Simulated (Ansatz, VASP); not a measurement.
**One calculation of RbBr, two programs**

```
Rb Br
1.0
     4.73001    0.00000    0.00000
    -2.36500    4.09631    0.00000
     0.00000    0.00000    4.37454
Rb Br
1 1
Direct
  0.33333 0.66667 0.50000
  0.00000 0.00000 0.00000
```

Change from the starting cell: species swapped into the LuTe type (P-6m2, No. 187).

Alike in both runs: functional PBE; k mesh 4 × 4 × 3; occupations gaussian, width 0.15 eV; no spin polarisation.

Ansatz relaxed the structure, and its values are those at the end. VASP's run is a single point on that final structure, the one shown.

|  | VASP | Ansatz |
| --- | --- | --- |
| version | VASP 6.6.1 | Ansatz 0.2.0 |
| potentials or method | VASP PAW PBE potentials, release 64 (Rb_sv, Br) | scalar-relativistic, plane waves, PAW |
| plane-wave cutoff (eV) | 520 | 420 |
| valence electrons in the cell | 16 | 16 |

|  | VASP | Ansatz | Ansatz less VASP |
| --- | --- | --- | --- |
| gap on the k mesh at the Fermi level (eV) | 4.00 | 4.00 | 0.000 |
| least direct gap on the mesh (eV) | 4.00 | 4.00 | 0.000 |
| pressure (GPa) | 0.2 | 0.2 | -0.02 |

Caveats: the k mesh is coarse (spacing up to 0.48 Å⁻¹), so the values aren't converged.
